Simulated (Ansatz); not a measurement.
**SiNi$_{3}$: how much site disorder can heat buy?**

These are results of Ansatz 0.2.0, DFT PBE, scalar-relativistic, plane waves, PAW, not measurements.

Settings: cutoff 420 eV, Γ-centred mesh 7×7×7 on the computed 16-atom cell, Gaussian smearing of 0.10 eV; no spin polarisation.

The ordered crystal (Pm-3m, 10.78 Å³/atom, no gap on the mesh), relaxed at this level:

Space group Pm-3m (No. 221). a = 3.506 Å, b = 3.506 Å, c = 3.506 Å, α = 90.00°, β = 90.00°, γ = 90.00°
```
atom site symmetry x y z
  Si    1a m-3m  0.0000  0.0000  0.0000
  Ni    3c    4/mm.m  0.0000  0.5000  0.5000
```

The crystal stands on its own mesh of 12×12×12. The changed cells were relaxed on coarser meshes and computed once more on meshes like the one named, which can leave forces up to 0.25 eV/Å.

In a supercell of 16 atoms, with 12 Ni and 4 Si sites, pairs of Ni and Si were exchanged at random and each cell relaxed without symmetry:

```tsv
pairs	E − E(crystal) (eV a cell)	per pair (eV)	gap on mesh (eV)
1	1.17	1.17	0.00
2	2.04	1.02	0.00
3	1.60	0.53	0.00
```

Question: Estimate the equilibrium share of Si on Ni sites against temperature.

Answer: For dilute pairs, mass action gives x_A x_B = exp(−ΔE/k_BT) for the shares of wrong atoms on the two sublattices. Equal numbers of wrong atoms make x on the Ni sites √(4/12) exp(−ΔE/2k_BT). With ΔE = 1.17 eV from the most dilute cell: 7e-6 at 600 K, 7e-4 at 1000 K, 6e-3 at 1500 K. One per cent is reached near 1670 K, if the crystal still stands there. One draw in a small cell holds the two wrong atoms close to each other and to their images, while the law wants them far apart, so ΔE is uncertain by tenths of an eV, in stiff covalent crystals by an eV or more; vibrations are left out.

Question: Do the pairs interact, and at what temperature would the most disordered cell pay for itself?

Answer: The cost per pair goes from 1.17 to 0.53 eV, so pairs lower each other's cost, as in an order–disorder transition where order holds itself up. Choosing 3 of 12 and 3 of 4 sites gives ln Ω = 6.8, so energy and entropy balance at T = ΔE/(k_B ln Ω) = 1.60 eV / (6.8 k_B) ≈ 2700 K; a small cell undercounts Ω and short-range order lowers the energy, while the ordered crystal gains entropy from its own antisites, so this gives only the scale of a transition.

Cost: 6 runs of about 67 core-minutes in all (earlier runs that led there not counted), on Arm Neoverse V1 (shared hosts).